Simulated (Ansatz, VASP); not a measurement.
# BaTe in VASP and in Ansatz

```
Ba Te
1.0
     0.00000    3.48378    3.48378
     3.48378    0.00000    3.48378
     3.48378    3.48378    0.00000
Ba Te
1 1
Direct
  0.00000 0.00000 0.00000
  0.50000 0.50000 0.50000
```

Alike in both runs: functional PBE; dispersion D3(BJ); k mesh 8 × 8 × 8; occupations gaussian, width 0.02 eV; no spin polarisation.

Ansatz relaxed the structure, and its values are those at the end. VASP's run is a single point on that final structure, the one shown.

```csv
,VASP,Ansatz
version,VASP 6.6.1,Ansatz 0.2.0
potentials or method,"VASP PAW PBE potentials, release 64 (Ba_sv, Te)","scalar-relativistic, plane waves, PAW"
plane-wave cutoff (eV),520,420
valence electrons in the cell,16,26
```

|  | VASP | Ansatz | Ansatz less VASP |
| --- | --- | --- | --- |
| gap on the k mesh at the Fermi level (eV) | 1.49 | 1.57 | +0.085 |
| least direct gap on the mesh (eV) | 1.87 | 1.92 | +0.053 |
| pressure (GPa) | 0.4 | 0.0 | -0.35 |

With one functional, cell and mesh, what is left measures potentials, basis and numerics. The two sets of potentials don't hold the same shells in valence.

Caveats: spin-orbit coupling is left out, which moves the levels of the heavy elements. A k mesh can miss the band edges. A hybrid or GW would open this gap; PBE tends to underestimate it.
